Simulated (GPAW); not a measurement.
Crystal: Cr.

```xyz
2
Lattice="2.7140 0.0000 0.0000 -1.3570 2.3504 0.0000 0.0000 0.0000 4.4100" Properties=species:S:1:pos:R:3 pbc="T T T"
Cr    1.3570    0.7835    3.3075
Cr    0.0000    1.5669    1.1025
```

This isn't the form of Cr at room conditions, which is bcc.

Base run:

| Item | Value |
| --- | --- |
| Program | GPAW 26.7.0 |
| Functional | PBEsol |
| Potentials or basis | PAW data sets generated in the run's folder for this functional |
| Cutoff | 600 eV |
| Basis | pw |
| k mesh | 10 × 10 × 5 |
| Occupations | fermi-dirac, width 0.05 eV |
| Spin | collinear spin, ferromagnetic start |
| Starting moments | [3.0, 3.0] μB |
| Hubbard terms | Cr d U = 1 eV |

Its results: pressure -19.2 GPa; net moment 4.02 μB per cell; site moments Cr +1.82 μB.

**Question.** The run is repeated on the same cell with these changes: hubbard terms from Cr d U = 1 eV to Cr d U = 8 eV. What comes out?

**Answer.** Pressure 53.3 GPa; net moment 9.58 μB per cell; site moments Cr +4.15 μB.

Caveats: the U is typed as a test and isn't derived for this compound; a pressure of tens of GPa on the cell as given is suspect, and the run, the potentials or the cell itself is likely at fault (some runs).

Not every run made on this cell is shown here.
